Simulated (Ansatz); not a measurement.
**HgSe: relaxation of cell and atoms with LDA**

The system is HgSe.

```
Hg Se
1.0
     0.00000    3.03900    3.03900
     3.03900    0.00000    3.03900
     3.03900    3.03900    0.00000
Hg Se
1 1
Direct
  0.00000 0.00000 0.00000
  0.75000 0.75000 0.75000
```

```yaml
Program: Ansatz 0.2.0
Task: relaxation of cell and atoms
Functional: LDA
Potentials_or_basis: all-electron LAPW, scalar-relativistic
Basis_error_allowed: 0.001 eV/atom
k_mesh: 8 × 8 × 8
Occupations: fermi-dirac, width 0.05 eV
Spin: no spin polarisation
```

```
Relaxed volume                         : 27.87 Å³/atom
Relaxed cell                           : a = 4.288 Å, b = 4.288 Å, c = 4.288 Å, α = 60.00°, β = 60.00°, γ = 60.00°
Space group after relaxing (to 0.05 Å) : F-43m (No. 216)
Energy gained by relaxing              : 0.2 meV/atom
Ionic steps                            : 4
Pressure after relaxing                : 0.0 GPa
```

The path:
| step | energy change (eV) | largest force (eV/Å) | volume (Å³) |
| --- | --- | --- | --- |
| 1 | 0.0000 | 0.0000 | 56.13 |
| 2 | -0.0004 | 0.0000 | 55.60 |
| 3 | -0.0005 | 0.0000 | 55.75 |
| 4 | -0.0005 | 0.0000 | 55.75 |

Final structure:
```yaml
crystal:
  lattice:
    - [0.00000, 3.03203, 3.03203]
    - [3.03203, 0.00000, 3.03203]
    - [3.03203, 3.03203, 0.00000]
  atoms:
    - { symbol: Hg, position: [0.00000, 0.00000, 0.00000] }
    - { symbol: Se, position: [0.75000, 0.75000, 0.75000] }
```

Wall time 45 s on 1 thread of Arm Neoverse V2, with other jobs on the host, peak memory 0.34 GiB.

Spin-orbit coupling is left out, which matters for the levels of Hg. LDA usually gives volumes a few per cent too small.
